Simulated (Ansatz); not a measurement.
# Sb (Pm-3m) in Ansatz: notebook, part 2 of 2

Ansatz 0.2.0. The steps go on from the part before.

**5. Single point, PBE**

Contents of input.yaml:

```yaml
crystal:
  lattice:
    - [3.16, 0.0, 0.0]
    - [0.0, 3.16, 0.0]
    - [0.0, 0.0, 3.16]
  atoms:
    - { symbol: Sb, position: [0.0, 0.0, 0.0] }
kpoints:
  mp_grid: { grid: [3, 3, 3] }
scf:
  occupations: { method: fermi_dirac, width: 0.04 }
hamiltonian:
  xc: pbe
  pseudopotentials: { kind: all_electron, lapw: { basis_error: 0.003 } }
output:
  forces: true
  stress: true
  eigenvalues: true
```

Potentials or basis: all-electron LAPW, scalar-relativistic.

Launch:

```sh
$ ansatz run input.yaml --threads 1 --pin off --max-ram 2560MiB --backend cpu --events-out ev --progress --plain --runs-dir out
```

The log of the run:

```text
Warning: RAYON_NUM_THREADS=1 ignored (pool sized by the plan → 1); use --threads N
LAPW: plane waves up to 6.480 Å⁻¹, error target 3.0e-3 eV per atom; small_component_spin mean_spin; Sb in spheres of 1.580 Å, 23 of its electrons in bands, Dirac shells [] (how accurate: hamiltonian.pseudopotentials.lapw.basis_error, Limitations)
Engine: ansatz 0.2.0, x86_64-unknown-linux-gnu
Pseudopotentials: kind: all_electron
Pseudopotential: Sb, LAPW, valence charge 23, lapw/all_electron/scalar/gaussian/Sb, Koelling and Harmon's equation, gaussian nucleus
Functional definition: PBE
  parameter kappa = 0.804
  parameter beta = 0.06672455060314922
  exchange = pbe_x(kappa = kappa, mu = beta*pi^2/3)
  correlation = pbe_c(beta = beta)
Crystal: 1 atoms, lattice volume = 31.554 Å³
Basis set: ecut = 159.9665038585363 eV, 147 PW (Γ), exchange–correlation at level 2
Bands: 16, of which v1, the nominal top of the filled ones, is band 12 counted from 1 (11 counted from 0)
Symmetry: 48 space group operations
Space group: Pm-3m (ITA 221), of the structure as read, at distance tolerance 3.2e-5 Å
k-points: 4 of 27
Non-local potential: Sb, projectors of the file, none
Initial density: superposition of atomic densities (chi_scale 0.1, normalization cell)
Initial wavefunctions: plane waves of lowest kinetic energy (no species holds an atomic orbital)
Functional: x = pbe(κ = 0.804, μ = 0.2195149727645171), c = pbe(β = 0.06672455060314922)
iter 1 solved again at ethr=6.72e-5 eV; its pass at ethr=1.00e-1 eV (dr2=1.55e-2 eV) is discarded
SCF iter   1: F=—  HF=-176367.758416 eV  |F-HF|=—  |Δ(HF+E_count)|=         —  Δρ=8.46e-3  dr2=1.55e-2  ethr=6.72e-5  ⟨swp⟩=4.5  Hψ=445  notcnv=0
preconditioner: auto → LDOS  [insulator: Δε(μ)=0.731 eV  Ē_g=11.893 eV  σ=0.040 eV  W_gap=0.66  n_scr=6 (ndim 8)  ℏωp=14.8 eV  f_vac=0.024  D(μ)=6.68/eV (n_scr^D=122)  ε∞_Penn≈2.5  β→1.0]
SCF iter   2: F=—  HF=-176367.744256 eV  |F-HF|=—  |Δ(HF+E_count)|=   1.42e-2  Δρ=9.40e-3  dr2=8.80e-3  ethr=6.72e-5  ⟨swp⟩=2.5  Hψ=199  notcnv=0
SCF iter   3: F=—  HF=-176367.757313 eV  |F-HF|=—  |Δ(HF+E_count)|=   1.31e-2  Δρ=5.73e-3  dr2=3.27e-3  ethr=3.83e-5  ⟨swp⟩=2.0  Hψ=192  notcnv=0
SCF iter   4: F=—  HF=-176367.759343 eV  |F-HF|=—  |Δ(HF+E_count)|=   2.03e-3  Δρ=3.48e-3  dr2=1.10e-3  ethr=1.42e-5  ⟨swp⟩=2.0  Hψ=177  notcnv=0
iter 5 solved again at ethr=1.62e-7 eV; its pass at ethr=4.77e-6 eV (dr2=3.73e-5 eV) is discarded
SCF iter   5: F=—  HF=-176367.760862 eV  |F-HF|=—  |Δ(HF+E_count)|=   1.52e-3  Δρ=6.98e-4  dr2=3.75e-5  ethr=1.62e-7  ⟨swp⟩=2.0  Hψ=313  notcnv=0
SCF iter   6: F=—  HF=-176367.760948 eV  |F-HF|=—  |Δ(HF+E_count)|=   8.56e-5  Δρ=2.79e-4  dr2=5.83e-6  ethr=1.62e-7  ⟨swp⟩=3.0  Hψ=186  notcnv=0
SCF iter   7: F=—  HF=-176367.760977 eV  |F-HF|=—  |Δ(HF+E_count)|=   2.93e-5  Δρ=4.85e-5  dr2=1.31e-7  ethr=2.54e-8  ⟨swp⟩=3.0  Hψ=186  notcnv=0
SCF iter   8: F=-176367.760978 eV  HF=-176367.760978 eV  |F-HF|=5.32e-8  |Δ(HF+E_count)|=   9.07e-7  Δρ=9.60e-6  dr2=4.91e-9  ethr=5.71e-10  ⟨swp⟩=3.0  Hψ=186  notcnv=0
SCF 1 converged in 8 iterations: F = -176367.760978 eV  dr2 = 4.91e-9
SCF converged after 8 iterations
Free energy (F): -176367.760978 eV
Harris-Foulkes:  -176367.760978 eV  (|F-HF|=5.32e-8)
Internal energy: -176367.730472 eV  (E = F + TS)
E sigma→0 (E₀):  -176367.745725 eV
Entropy (-TS):   -0.030506 eV (-30.506 meV/atom)
Fermi energy:    10.529512 eV
--- Per-component energies (eV) ---
  E_band       = -919.567168
  E_kinetic    = 185869.093547
  E_xc         = -4643.107755
  E_electrostatic = -357593.716264  (all electrons and nuclei)
  E_smearing   = -0.030506  (= −TS)
  E_closure    = 0.000000  (closes the sum)
  E_atoms      = -176364.064481  (free atoms, spherical and without spin; not in F)
  Σ components = -176367.760978   (vs F -176367.760978, Δ=0.00e0)
  Basis errors (estimates in eV, not in F): energy 1.0e-3 per atom: plane waves 9.6e-4 (5.4e-4 summed), levels above the bands 7.1e-147, relativity 1.1e-7, radial functions 5.0e-5, core shells 2.3e-10; eigenvalues (radial functions only) 8.7e-4; not estimated: angular momenta, meshes, grids; target (lapw.basis_error) 3.0e-3; muffin-tin radii Sb 1.580 Å
--- Forces (eV/Å), atoms counted from 1 ---
  atom   1  Sb     0.00000000    -0.00000000     0.00000000
  max |Σ_I F_I| component: 1.97e-31 eV/Å
--- Stress (GPa, compression-positive) ---
       -2.433822      -0.000000       0.000000
       -0.000000      -2.433822       0.000000
        0.000000       0.000000      -2.433822
  P = ⅓ Tr σ = -2.4338 GPa (-24.338 kbar)
--- Band table (eV) ---
  k-point 0: bands = ["-132.6523", "-85.6186", "-85.6186", "-85.6186", "-17.5162", "-17.5162", "-17.3744", "-17.3744", "-17.3744", "-0.3267", "14.7665", "14.7665", "14.7665", "18.6972", "18.6972", "19.5833"]
  k-point 1: bands = ["-132.6523", "-85.6202", "-85.6185", "-85.6185", "-17.5123", "-17.4189", "-17.4017", "-17.4017", "-17.3723", "1.0670", "8.1662", "16.0030", "16.0030", "19.9663", "20.6539", "24.7278"]
  k-point 2: bands = ["-132.6522", "-85.6201", "-85.6201", "-85.6184", "-17.4637", "-17.4335", "-17.3993", "-17.3990", "-17.3648", "2.4728", "9.2933", "9.6296", "16.9342", "17.2521", "21.7855", "25.4982"]
  k-point 3: bands = ["-132.6521", "-85.6200", "-85.6200", "-85.6200", "-17.4308", "-17.4300", "-17.4300", "-17.3624", "-17.3624", "3.8960", "10.5036", "10.5036", "11.2460", "17.7784", "18.7159", "18.7159"]
```

It took 0.77 s on 1 thread of Intel Xeon 6975P-C (Granite Rapids), shared host; peak memory 0.28 GiB.

Results:

- Free energy: -176367.7610 eV
- Pressure: -2.4 GPa
- Band gap on the k mesh: none (metal or under the smearing width)

Caveat: the k mesh is coarse (spacing up to 0.66 Å⁻¹), so the values aren't converged. The run has no spin-orbit coupling, so splittings on Sb are missing.

**6. Electrostatic potential, PBEsol (cell strained at random at fixed volume)**

Contents of input.yaml:

```yaml
crystal:
  lattice:
    - [3.163787, -0.014759, -0.00466]
    - [-0.014759, 3.144854, -0.005398]
    - [-0.00466, -0.005398, 3.171504]
  atoms:
    - { symbol: Sb, position_ang: [0.1686381204, -0.0051827034, 0.0124070793] }
kpoints:
  mp_grid: { grid: [8, 8, 8] }
scf:
  occupations: { method: fermi_dirac, width: 0.1 }
hamiltonian:
  xc: pbesol
  pseudopotentials: { kind: all_electron, datasets: crystal }
output:
  forces: true
  stress: true
  eigenvalues: true
  write_potential: true
  volumetric_format: npy
```

Potentials or basis: all-electron PAW datasets made for the crystal.

Launch:

```sh
$ ansatz run input.yaml --threads 1 --pin off --max-ram 2560MiB --backend cpu --events-out ev --progress --plain --runs-dir out
```

Run time: 4.6 s. Hardware: 1 thread of Intel Xeon 6975P-C (Granite Rapids), shared host; peak memory 0.48 GiB.

Results (log left out):

```
Free energy            : -176291.7373 eV
Pressure               : -4.6 GPa
Band gap on the k mesh : none (metal or under the smearing width)
```

Stress tensor (GPa, compression positive):
```
-4.72  0.04  0.02
 0.04 -4.25  0.01
 0.02  0.01 -4.91
```

Levels at points of the mesh, in eV from the Fermi level:
```tsv
k point	band 1	band 2	band 3	band 4	band 5
(0.00, 0.00, 0.00)	-11.94	3.07	3.13	3.29	7.06
(0.00, 0.00, -0.50)	-9.75	-5.15	4.92	5.09	9.36
(0.00, -0.50, 0.00)	-9.65	-5.18	4.94	5.00	9.36
(0.00, -0.50, -0.50)	-7.36	-3.30	-3.18	2.38	6.79
(-0.50, 0.00, 0.00)	-9.72	-5.16	4.88	5.11	9.36
(-0.50, 0.00, -0.50)	-7.44	-3.27	-3.23	2.37	6.90
(-0.50, -0.50, 0.00)	-7.33	-3.30	-3.17	2.39	6.75
(-0.50, -0.50, -0.50)	-4.83	-1.54	-1.42	-1.38	4.94
```

The run has no spin-orbit coupling, so splittings on Sb are missing.

**7. For comparison**

An earlier run on the cell as given: functional PBE; potentials or basis all-electron LAPW, scalar-relativistic; cutoff 184 eV (chosen from the basis error); basis error allowed 0.001 eV/atom; k mesh 8 × 8 × 8; occupations fermi-dirac, width 0.05 eV; no spin polarisation.

- Pressure: -2.2 GPa
- Band gap on the k mesh: none (metal or under the smearing width)

**8. The runs side by side**

```tsv
task	level	potentials or basis	spin	cell	k mesh	cutoff (eV)	smearing	basis error allowed	mesh quality	gap on the mesh (eV)	pressure (GPa)
single point	PBE	all-electron LAPW, scalar-relativistic	off	as given	6 × 6 × 6	169	fermi-dirac 0.02 eV	0.002 eV/atom	coarse	none	-1.2
electron localisation function	PBEsol	all-electron PAW datasets made for the crystal	collinear, random start	as given	8 × 8 × 8	240	tetrahedron	-	not flagged	none	-5.3
relaxation of cell and atoms	PBEsol+D3(BJ)+ATM	all-electron LAPW, point nuclei	SOC, no magnetisation	relaxed from: cell strained at random at fixed volume	6 × 6 × 6	-	fermi-dirac 0.15 eV	0.002 eV/atom	not flagged	-	0.0
single point	PBE	all-electron LAPW, scalar-relativistic	off	as given	3 × 3 × 3	160	fermi-dirac 0.04 eV	0.003 eV/atom	coarse	none	-2.4
electrostatic potential	PBEsol	all-electron PAW datasets made for the crystal	off	cell strained at random at fixed volume	8 × 8 × 8	140	fermi-dirac 0.1 eV	-	not flagged	none	-4.6
single point	PBE	all-electron LAPW, scalar-relativistic	off	as given	8 × 8 × 8	184	fermi-dirac 0.05 eV	0.001 eV/atom	not flagged	none	-2.2
```

Caveats: some runs use coarse meshes; the k mesh is thin for a metal, which can move the energy by tens of meV per atom (some runs); with tetrahedron occupations forces and stress needn't match the slope of the energy (some runs); the starting moments weren't kept (some runs).

Compare energies only between runs with the same functional and basis.
